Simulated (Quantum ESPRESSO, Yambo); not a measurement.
# BN (P6_3mc): G0W0 in Yambo against the screening cutoff

How does the gap of BN (P6_3mc) converge in the screening cutoff?

Method: PBE and many-body steps on it, plane waves, in Yambo 5.3.0.

The database entry behind the starting cell has ideal inner coordinates that were not refined, so it need not match the best structure at ambient conditions.

## 1. Set-up

Symmetry: P6_3mc, No. 186, hexagonal system. The conventional cell has a = 2.536 Å, b = 2.536 Å, c = 4.199 Å, α = 90.00°, β = 90.00°, γ = 120.00°. Nearest to B lie 4 N at 1.56 to 1.57 Å. Nearest to N lie 4 B at 1.56 to 1.57 Å. Farther neighbours and most contacts between anions are not listed.

Coordinates:

```xyz
4
Lattice="2.5360 0.0000 0.0000 -1.2680 2.1962 0.0000 0.0000 0.0000 4.1990" Properties=species:S:1:pos:R:3 pbc="T T T"
B     1.2680    0.7321    0.0000
B     0.0000    1.4642    2.0995
N     1.2680    0.7321    1.5746
N     0.0000    1.4642    3.6741
```

The cell and positions come from the Crystallography Open Database and are kept as given unless a step says otherwise. This is not the form that BN usually takes at ambient conditions.

## 2. 3.25 Ha

This step: Yambo 5.3.0; G0W0 on PBE, plane waves, norm-conserving pseudopotentials.

G0W0 replaces the xc potential by the self-energy, built once from these orbitals. Only a window of levels is corrected, while the sums run over the empty bands that the input names.

File gw7.in:

```
HF_and_locXC
gw0
dyson
ppa
em1d
rim_cut
RandQpts= 1000000
RandGvec= 1 RL
EXXRLvcs= 72 Ry
VXCRLvcs= 288 Ry
Chimod= "HARTREE"
% BndsRnXp
 1 | 77 |
%
NGsBlkXp= 6.5 Ry
% LongDrXp
 1 | 1 | 1 |
%
% GbndRnge
 1 | 77 |
%
DysSolver= "n"
ExtendOut
PPAPntXp= 27.21138 eV
% QPkrange
 1 | 1 | 7 | 10 |
 19 | 19 | 7 | 10 |
 4 | 4 | 7 | 10 |
%
```

The run is started by

```bash
OMP_NUM_THREADS=1 mpirun -n 4 yambo -F gw7.in -J gw7 -C gw7 > gw7.log
```

Output:

```text
 Yambo, version 5.3.0

 [02] CORE Variables Setup
 =========================

  [... cell, symmetries and grids as in the set-up ...]

  [02.05] Energies & Occupations
  ==============================

  [X] === General ===
  [X] Electronic Temperature                        :  0.000000  0.000000 [eV K]
  [X] Bosonic    Temperature                        :  0.000000  0.000000 [eV K]
  [X] Finite Temperature mode                       : no
  [X] El. density                                   :  0.68414E+24 [cm-3]
  [X] Fermi Level                                   :  11.46775 [eV]

  [X] === Gaps and Widths ===
  [X] Conduction Band Min                           :  5.280042 [eV]
  [X] Valence Band Max                              :  0.000000 [eV]
  [X] Filled Bands                                  :   8
  [X] Empty Bands                                   :    9  283
  [X] Direct Gap                                    :  8.451475 [eV]
  [X] Direct Gap localized at k                     :   4
  [X] Indirect Gap                                  :  5.280042 [eV]
  [X] Indirect Gap between kpts                     :   1  19
  [X] Last valence band width                       :  5.444693 [eV]
  [X] 1st conduction band width                     :  4.397410 [eV]

 [03] Transferred momenta grid and indexing
 ==========================================

 IBZ Q-points                                      :  24
 BZ  Q-points                                      :  144

 K/Q-points units:
 rlu = crystal or reduced units; cc = cartesian coordinates; iku = interal k-units

 Q [ 1]         [rlu]:  0.000000  0.000000  0.000000
 Q [ 2]         [rlu]:  0.000000  0.000000  0.250000
 Q [ 3]         [rlu]:  0.000000  0.000000 -0.500000
 Q [ 4]         [rlu]:  0.14524E-16  0.16667       0.0000
 Q [ 5]         [rlu]:  0.14524E-16  0.16667      0.25000
 Q [ 6]         [rlu]:  0.14524E-16  0.16667     -0.50000
 Q [ 7]         [rlu]:  0.29047E-16  0.33333       0.0000
 Q [ 8]         [rlu]:  0.29047E-16  0.33333      0.25000
 Q [ 9]         [rlu]:  0.29047E-16  0.33333     -0.50000
 Q [10]         [rlu]: -0.43571E-16 -0.50000       0.0000
     [... 12 further rows ...]
 Q [23]         [rlu]: -0.29047E-16 -0.33333      0.25000
 Q [24]         [rlu]: -0.166667 -0.333333  0.250000

 [04] Coloumb potential Random Integration (RIM)
 ===============================================

  [04.01] RIM initialization
  ==========================

  * Diagonal components only detected *

  8 x (sBL volume)        :  0.087316 [a.u.]
  sBZ random points       :  1000000
  Points outside the sBZ  :   7981908
  RL volume               :  1.571694 [a.u.]
  Integrated volume       :  1.575256 [a.u.]

  [04.02] RIM integrals
  =====================

  Gamma point sphere radius             :  0.080473 [a.u.]
  Points outside the sphere             :   799931
  [Int_sBZ(q=0) 1/q^2]*(Vol_sBZ)^(-1/3) =:  7.691894
                                 should be <:  7.795600

  Summary of Coulomb integrals for non-metallic bands |Q|[au] RIM/Bare

  Q [1] 0.100000E-4 0.986697 * Q [2] 0.197959 0.985687
  Q [4] 0.252319 1.087990 * Q [5] 0.320706 1.046920
  Q [22] 0.320706 1.048237 * Q [3] 0.395918 1.004882
  Q [13] 0.437029 1.031500 * Q [6] 0.469485 1.013059
  Q [14] 0.479773 1.024026 * Q [7] 0.504638 1.023848
  Q [23] 0.542077 1.020118 * Q [8] 0.542077 1.019343
[...]
Q [18] 0.776148 1.009525 * Q [11] 0.782414 1.011242
  Q [12] 0.854245 1.008836 * Q [19] 0.874058 1.009423
  Q [20] 0.896195 1.008824 * Q [21] 0.959546 1.007383

 [WARNING] [Xp] User bands 1-77 break level degeneracy

 [05] Dipoles
 ============

  [05.01] Setup: observables and procedures
  =========================================

 [06] Dynamic Dielectric Matrix (PPA)
 ====================================

 [WR./gw7//ndb.pp]---------------------------------------------------------------
  Brillouin Zone Q/K grids (IBZ/BZ)                :   24  144   24  144
  RL vectors                                       :  2177 [WF]
  Coulomb cutoff potential                         : none
  Electronic Temperature                           :  0.000000 [K]
  Bosonic    Temperature                           :  0.000000 [K]
  PPA    diel. fun.  energies                      : Perdew, Burke & Ernzerhof(X)+Perdew, Burke & Ernzerhof(C)
  wavefunctions                                    : Perdew, Burke & Ernzerhof(X)+Perdew, Burke & Ernzerhof(C)
  Global Gauge                                     : length
  X matrix size                                    :   43
  X band range                                     :    1   77
  X e/h energy range                               : -1.000000 -1.000000 [eV]
  X Time ordering                                  : R
  X Hxc Kernel                                     : HARTREE
  X Drude frequency                                :  0.000000  0.000000
  X poles                                          :  100.0000 [o/o]
  RL vectors in the sum                            :  2177
  [r,Vnl] included                                 : yes
  Field direction                                  :  0.577350E-5  0.577350E-5  0.577350E-5
  BZ energy Double Grid                            : no
  BZ energy DbGd points                            : 0
  BZ Q point size factor                           : -1.000000
  X Optical Averaged directions                    : none

 [07] Local Exchange-Correlation + Non-Local Fock
 ================================================

 [VXC] Plane waves :  13033
 [EXS] Plane waves :  1689

 QP @ state[ 1 ] K range:  1  1
 QP @ state[ 1 ] b range:   7  10
 QP @ state[ 2 ] K range:   4   4
 QP @ state[ 2 ] b range:   7  10
 QP @ state[ 3 ] K range:  19  19
 QP @ state[ 3 ] b range:   7  10

 [xc] Functional : Perdew, Burke & Ernzerhof(X)+Perdew, Burke & Ernzerhof(C)
 [xc] LIBXC used to calculate xc functional
  PP Number of Atomic Species                      :  2
  NLCC RL compoments                               :  13033
  PP Number of Atomic Species                      :  2
  NLCC RL compoments                               :  13033

 [xc] E_xc :  -7.474691 [Ha]
      E_xc :  -14.94938 [Ry]

  Local XC kind (lXC) : Perdew, Burke & Ernzerhof(X)+Perdew, Burke & Ernzerhof(C)
  Non-Local XC kind (nlXC) : Hartree-Fock

  Corrections @ K [1] :  [eV]
 <7|nlXC|7> = -22.17159  0.16976E-16 <7|lXC|7> = -18.68659  0.000000
 <8|nlXC|8> = -22.17157  0.42354E-18 <8|lXC|8> = -18.68659 -0.37763E-15
 <9|nlXC|9> = -7.009410 -0.63815E-19 <9|lXC|9> = -13.56862 -0.94408E-16
 <10|nlXC|10> = -7.009478  0.11401E-17 <10|lXC|10> = -13.56862 -0.37763E-15

  Corrections @ K [4] :  [eV]
 <7|nlXC|7> = -21.67449 -0.22179E-16 <7|lXC|7> = -18.08683  0.000000
 <8|nlXC|8> = -22.00382 -0.16675E-17 <8|lXC|8> = -18.33731 -0.37763E-15
[...]
Corrections @ K [19] :  [eV]
[...]
<8|nlXC|8> = -21.41107 -0.63507E-17 <8|lXC|8> = -16.18588  0.14161E-15
 <9|nlXC|9> = -6.633144  0.83182E-18 <9|lXC|9> = -11.87879 -0.17702E-16
 <10|nlXC|10> = -7.562643 -0.13914E-17 <10|lXC|10> = -15.83557 -0.56645E-15

 [08] Dyson equation: Newton solver
 ==================================

  [08.01] G0W0 (W PPA)
  ====================

  [  GW  ] Bands range     :    1   77
  [GW/PPA] G damping       :  0.100000 [eV]

  QP @ state[ 1 ] K range:  1  1
  QP @ state[ 1 ] b range:   7  10
  QP @ state[ 2 ] K range:   4   4
  QP @ state[ 2 ] b range:   7  10
  QP @ state[ 3 ] K range:  19  19
  QP @ state[ 3 ] b range:   7  10

   Sc/G bands                                       :    1   77
   Sc/G damping                                     :  0.100000 ev
   Sc bands terminator                              : no
   Sx RL components                                 :  1689

   QP @ state[ 1 ] K range                          :  1  1
   QP @ state[ 1 ] b range                          :   7  10
   QP @ state[ 2 ] K range                          :   4   4
   QP @ state[ 2 ] b range                          :   7  10
   QP @ state[ 3 ] K range                          :  19  19
   QP @ state[ 3 ] b range                          :   7  10
   GF energies kind                                 : Perdew, Burke & Ernzerhof(X)+Perdew, Burke & Ernzerhof(C)
   GF WF`s kind                                     : Perdew, Burke & Ernzerhof(X)+Perdew, Burke & Ernzerhof(C)
   Xs energies kind                                 : Perdew, Burke & Ernzerhof(X)+Perdew, Burke & Ernzerhof(C)
   Xs WF`s kind                                     : Perdew, Burke & Ernzerhof(X)+Perdew, Burke & Ernzerhof(C)

 [11] Game Over & Game summary
```

The job ended after 42 s (4 MPI ranks of Arm Neoverse V1, shared host; peak memory 1.3 GiB).

Numbers from this step:

- G0W0 gap on the points computed: 6.397 eV
- starting gap on the mesh: 5.280 eV
- k of the valence top: 0, 0, 0
- k of the conduction bottom: 0.3333, 0.3333, 0
- least direct G0W0 gap on the computed points: 9.996 eV
- Z at the valence top: 0.8340
- Z at the conduction bottom: 0.8595

The gap on the mesh goes from 5.28 eV to 6.40 eV, a correction of +1.12 eV.

## 3. 5.25 Ha

gw8.in, as its differences from gw7.in of step 2:

```diff
@@ -14,3 +14,3 @@
 %
-NGsBlkXp= 6.5 Ry
+NGsBlkXp= 10.5 Ry
 % LongDrXp
```

The run is started by

```bash
OMP_NUM_THREADS=1 mpirun -n 4 yambo -F gw8.in -J gw8 -C gw8 > gw8.log
```

Output:

```text
 Yambo, version 5.3.0

 [02] CORE Variables Setup
 =========================

  [... cell, symmetries and grids as in the set-up ...]

  [02.05] Energies & Occupations
  ==============================

  [X] === General ===
  [X] Electronic Temperature                        :  0.000000  0.000000 [eV K]
  [X] Bosonic    Temperature                        :  0.000000  0.000000 [eV K]
  [X] Finite Temperature mode                       : no
  [X] El. density                                   :  0.68414E+24 [cm-3]
  [X] Fermi Level                                   :  11.46775 [eV]

  [X] === Gaps and Widths ===
  [X] Conduction Band Min                           :  5.280042 [eV]
  [X] Valence Band Max                              :  0.000000 [eV]
  [X] Filled Bands                                  :   8
  [X] Empty Bands                                   :    9  283
  [X] Direct Gap                                    :  8.451475 [eV]
  [X] Direct Gap localized at k                     :   4
  [X] Indirect Gap                                  :  5.280042 [eV]
  [X] Indirect Gap between kpts                     :   1  19
  [X] Last valence band width                       :  5.444693 [eV]
  [X] 1st conduction band width                     :  4.397410 [eV]

 [03] Transferred momenta grid and indexing
 ==========================================

 IBZ Q-points                                      :  24
 BZ  Q-points                                      :  144

 K/Q-points units:
 rlu = crystal or reduced units; cc = cartesian coordinates; iku = interal k-units

 Q [ 1]         [rlu]:  0.000000  0.000000  0.000000
 Q [ 2]         [rlu]:  0.000000  0.000000  0.250000
 Q [ 3]         [rlu]:  0.000000  0.000000 -0.500000
[...]
E_xc :  -14.94938 [Ry]

  Local XC kind (lXC) : Perdew, Burke & Ernzerhof(X)+Perdew, Burke & Ernzerhof(C)
  Non-Local XC kind (nlXC) : Hartree-Fock

  Corrections @ K [1] :  [eV]
 <7|nlXC|7> = -22.17159  0.16976E-16 <7|lXC|7> = -18.68659  0.000000
 <8|nlXC|8> = -22.17157  0.42354E-18 <8|lXC|8> = -18.68659 -0.37763E-15
 <9|nlXC|9> = -7.009410 -0.63815E-19 <9|lXC|9> = -13.56862 -0.94408E-16
[...]
Corrections @ K [4] :  [eV]
[...]
Corrections @ K [19] :  [eV]
[...]
<9|nlXC|9> = -6.633144  0.83182E-18 <9|lXC|9> = -11.87879 -0.17702E-16
 <10|nlXC|10> = -7.562643 -0.13914E-17 <10|lXC|10> = -15.83557 -0.56645E-15

 [08] Dyson equation: Newton solver
 ==================================

  [08.01] G0W0 (W PPA)
  ====================

  [  GW  ] Bands range     :    1   77
  [GW/PPA] G damping       :  0.100000 [eV]

  QP @ state[ 1 ] K range:  1  1
  QP @ state[ 1 ] b range:   7  10
  QP @ state[ 2 ] K range:   4   4
  QP @ state[ 2 ] b range:   7  10
  QP @ state[ 3 ] K range:  19  19
  QP @ state[ 3 ] b range:   7  10

   Sc/G bands                                       :    1   77
   Sc/G damping                                     :  0.100000 ev
   Sc bands terminator                              : no
   Sx RL components                                 :  1689

   QP @ state[ 1 ] K range                          :  1  1
   QP @ state[ 1 ] b range                          :   7  10
   QP @ state[ 2 ] K range                          :   4   4
   QP @ state[ 2 ] b range                          :   7  10
   QP @ state[ 3 ] K range                          :  19  19
   QP @ state[ 3 ] b range                          :   7  10
   GF energies kind                                 : Perdew, Burke & Ernzerhof(X)+Perdew, Burke & Ernzerhof(C)
   GF WF`s kind                                     : Perdew, Burke & Ernzerhof(X)+Perdew, Burke & Ernzerhof(C)
   Xs energies kind                                 : Perdew, Burke & Ernzerhof(X)+Perdew, Burke & Ernzerhof(C)
   Xs WF`s kind                                     : Perdew, Burke & Ernzerhof(X)+Perdew, Burke & Ernzerhof(C)

 [11] Game Over & Game summary
```

The job ended after 60 s (4 MPI ranks; peak memory 1.3 GiB).

Numbers from this step:

- G0W0 gap on the points computed: 6.630 eV
- starting gap on the mesh: 5.280 eV
- k of the valence top: 0, 0, 0
- k of the conduction bottom: 0.3333, 0.3333, 0
- least direct G0W0 gap on the computed points: 10.17 eV
- Z at the valence top: 0.8298
- Z at the conduction bottom: 0.8591

Against the run before, the gap moves by +0.232 eV.

## 4. 10.5 Ha

gw9.in, as its differences from gw8.in of step 3:

```diff
@@ -14,3 +14,3 @@
 %
-NGsBlkXp= 10.5 Ry
+NGsBlkXp= 21 Ry
 % LongDrXp
```

The run is started by

```bash
OMP_NUM_THREADS=1 mpirun -n 4 yambo -F gw9.in -J gw9 -C gw9 > gw9.log
```

Output:

```text
 Yambo, version 5.3.0

 [02] CORE Variables Setup
 =========================

  [... cell, symmetries and grids as in the set-up ...]

  [02.05] Energies & Occupations
  ==============================

  [X] === General ===
  [X] Electronic Temperature                        :  0.000000  0.000000 [eV K]
  [X] Bosonic    Temperature                        :  0.000000  0.000000 [eV K]
  [X] Finite Temperature mode                       : no
  [X] El. density                                   :  0.68414E+24 [cm-3]
[...]
QP @ state[ 2 ] b range                          :   7  10
   QP @ state[ 3 ] K range                          :  19  19
   QP @ state[ 3 ] b range                          :   7  10
   GF energies kind                                 : Perdew, Burke & Ernzerhof(X)+Perdew, Burke & Ernzerhof(C)
   GF WF`s kind                                     : Perdew, Burke & Ernzerhof(X)+Perdew, Burke & Ernzerhof(C)
   Xs energies kind                                 : Perdew, Burke & Ernzerhof(X)+Perdew, Burke & Ernzerhof(C)
   Xs WF`s kind                                     : Perdew, Burke & Ernzerhof(X)+Perdew, Burke & Ernzerhof(C)

 [11] Game Over & Game summary
```

Run time: 3.5 min. Hardware: 4 MPI ranks; peak memory 1.3 GiB.

This step gave:

- G0W0 gap on the points computed: 6.719 eV
- starting gap on the mesh: 5.280 eV
- k of the valence top: 0, 0, 0
- k of the conduction bottom: 0.3333, 0.3333, 0
- least direct G0W0 gap on the computed points: 10.23 eV

Against the run before, the gap moves by +0.090 eV.

## 5. 13 Ha

gw10.in, as its differences from gw9.in of step 4:

```diff
@@ -14,3 +14,3 @@
 %
-NGsBlkXp= 21 Ry
+NGsBlkXp= 26 Ry
 % LongDrXp
```

The run is started by

```bash
OMP_NUM_THREADS=1 mpirun -n 4 yambo -F gw10.in -J gw10 -C gw10 > gw10.log
```

Output:

```text
 Yambo, version 5.3.0

 [02] CORE Variables Setup
 =========================

  [... cell, symmetries and grids as in the set-up ...]

  [02.05] Energies & Occupations
  ==============================

  [X] === General ===
  [X] Electronic Temperature                        :  0.000000  0.000000 [eV K]
  [X] Bosonic    Temperature                        :  0.000000  0.000000 [eV K]
  [X] Finite Temperature mode                       : no
  [X] El. density                                   :  0.68414E+24 [cm-3]
[...]
QP @ state[ 2 ] b range                          :   7  10
   QP @ state[ 3 ] K range                          :  19  19
   QP @ state[ 3 ] b range                          :   7  10
   GF energies kind                                 : Perdew, Burke & Ernzerhof(X)+Perdew, Burke & Ernzerhof(C)
   GF WF`s kind                                     : Perdew, Burke & Ernzerhof(X)+Perdew, Burke & Ernzerhof(C)
   Xs energies kind                                 : Perdew, Burke & Ernzerhof(X)+Perdew, Burke & Ernzerhof(C)
   Xs WF`s kind                                     : Perdew, Burke & Ernzerhof(X)+Perdew, Burke & Ernzerhof(C)

 [11] Game Over & Game summary
```

Wall time 6.3 min (4 MPI ranks); peak memory 1.3 GiB; 25 min of CPU time.

This step gave:

```
G0W0 gap on the points computed              : 6.726 eV
starting gap on the mesh                     : 5.280 eV
k of the valence top                         : 0, 0, 0
k of the conduction bottom                   : 0.3333, 0.3333, 0
least direct G0W0 gap on the computed points : 10.24 eV
```

Against the run before, the gap moves by +0.007 eV.

## 6. 16.25 Ha

gw11.in, as its differences from gw10.in of step 5:

```diff
@@ -14,3 +14,3 @@
 %
-NGsBlkXp= 26 Ry
+NGsBlkXp= 32.5 Ry
 % LongDrXp
```

The run is started by

```bash
OMP_NUM_THREADS=1 mpirun -n 4 yambo -F gw11.in -J gw11 -C gw11 > gw11.log
```

Output:

```text
 Yambo, version 5.3.0

 [02] CORE Variables Setup
 =========================

  [... cell, symmetries and grids as in the set-up ...]

  [02.05] Energies & Occupations
  ==============================

  [X] === General ===
  [X] Electronic Temperature                        :  0.000000  0.000000 [eV K]
  [X] Bosonic    Temperature                        :  0.000000  0.000000 [eV K]
  [X] Finite Temperature mode                       : no
  [X] El. density                                   :  0.68414E+24 [cm-3]
[...]
QP @ state[ 2 ] b range                          :   7  10
   QP @ state[ 3 ] K range                          :  19  19
   QP @ state[ 3 ] b range                          :   7  10
   GF energies kind                                 : Perdew, Burke & Ernzerhof(X)+Perdew, Burke & Ernzerhof(C)
   GF WF`s kind                                     : Perdew, Burke & Ernzerhof(X)+Perdew, Burke & Ernzerhof(C)
   Xs energies kind                                 : Perdew, Burke & Ernzerhof(X)+Perdew, Burke & Ernzerhof(C)
   Xs WF`s kind                                     : Perdew, Burke & Ernzerhof(X)+Perdew, Burke & Ernzerhof(C)

 [11] Game Over & Game summary
```

The job ended after 13 min (4 MPI ranks; peak memory 1.4 GiB; 52 min of CPU time).

This step gave:

```
G0W0 gap on the points computed              : 6.731 eV
starting gap on the mesh                     : 5.280 eV
k of the valence top                         : 0, 0, 0
k of the conduction bottom                   : 0.3333, 0.3333, 0
least direct G0W0 gap on the computed points : 10.24 eV
```

Against the run before, the gap moves by +0.005 eV.

## 7. Side by side

Times are wall times on 4 MPI ranks of Arm Neoverse V1, shared host, good to a factor of about two.

| run | mesh | bands | screening cutoff (eV) | DFT gap (eV) | gap on the mesh (eV) | direct (eV) | time |
| --- | --- | --- | --- | --- | --- | --- | --- |
| 3.25 Ha | 6×6×4 | 77 | 88.4 | 5.280 | 6.397 | 9.996 | 42 s |
| 5.25 Ha | 6×6×4 | 77 | 142.9 | 5.280 | 6.630 | 10.172 | 60 s |
| 10.5 Ha | 6×6×4 | 77 | 285.7 | 5.280 | 6.719 | 10.233 | 3.5 min |
| 13 Ha | 6×6×4 | 77 | 353.7 | 5.280 | 6.726 | 10.238 | 6.3 min |
| 16.25 Ha | 6×6×4 | 77 | 442.2 | 5.280 | 6.731 | 10.242 | 13 min |

## 8. Results

- 3.25 Ha: 6.397 eV
- 5.25 Ha: 6.630 eV
- 10.5 Ha: 6.719 eV
- 13 Ha: 6.726 eV
- 16.25 Ha: 6.731 eV
- known limits: not at the basis limit; coarse k mesh

What this shows: The setting moved: screening cutoff. From 3.25 Ha to 16.25 Ha the gap moves by +0.33 eV, for 18 times the time. It holds to 0.03 eV from 10.5 Ha on. Bands and screening cutoff are coupled, so a series along one setting does not show full convergence. Bands and cutoff are finite, so the gap is not at the basis limit. The miss can reach some tenths of an eV and take either sign; the mesh is an error of its own. In the G0W0 runs levels were corrected at 3 k points alone, so a gap called «on the mesh» is the least over those, and an edge elsewhere would be missed. The 6×6×4 mesh is coarse for this cell, which bears on the long-range parts of exchange and screening.

[Paths, hosts, dates, memory and timing lines, banners, echoed tables and standing remarks are left out of the program output.]

[Logs are printed without paths, hosts, clocks, repeated set-up lines and the standing remarks that a program may print on its own settings, such as how far it seeks lower states.]

[Runs of the session that timed out or met a known fault of the program may be left out.]

[Hosts, paths, dates, database ids (printed as entryN), source tags and the programs' standing remarks are cut or masked in the printed files.]
